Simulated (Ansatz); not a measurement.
TiSi2:

```
Ti Si
1.0
     4.37464    0.00000    0.00000
    -2.18732    3.78855    0.00000
     0.00000    0.00000    2.56101
Ti Si
1 2
Direct
  0.00000 0.00000 0.00000
  0.33333 0.66667 0.50000
  0.66667 0.33333 0.50000
```

The cell was built by a generator and needn't be a form met in nature.

```yaml
Program: Ansatz 0.2.0
Task: relaxation of cell and atoms
Functional: BLYP
Potentials_or_basis: Ansatz PAW
Cutoff: "420 eV (not typed: the program's choice for these potentials)"
k_mesh: 7 × 7 × 10
Occupations: fermi-dirac, width 0.05 eV
Spin: no spin polarisation
```

At the start: volume 14.15 Å³/atom.

Problem. Where does the relaxation end?

Solution. It ends after 6 steps and the volume is 14.99 Å³/atom (+5.9 %); space group P6/mmm (No. 191, to 0.05 Å).

The path:
```
step  energy change (eV)  largest force (eV/Å)  volume (Å³)
   1              0.0000                0.0000        42.45
   2             -0.0497                0.0000        44.53
   3             -0.0531                0.0000        44.95
   4             -0.0537                0.0000        45.01
   5             -0.0537                0.0000        44.96
   6             -0.0547                0.0000        44.96
```

Final structure:
```
Ti Si
1.0
     4.49729    0.00000    0.00000
    -2.24864    3.89476    0.00000
     0.00000    0.00000    2.56688
Ti Si
1 2
Direct
  0.00000 0.00000 0.00000
  0.33333 0.66667 0.50000
  0.66667 0.33333 0.50000
```

Caveat: the plane-wave basis is chosen anew once the cell has moved, so the energies of steps on either side of that aren't comparable; the PAW data sets come from PBE, with cores solved anew for the run's functional, which leaves a small shift of forces and pressure.
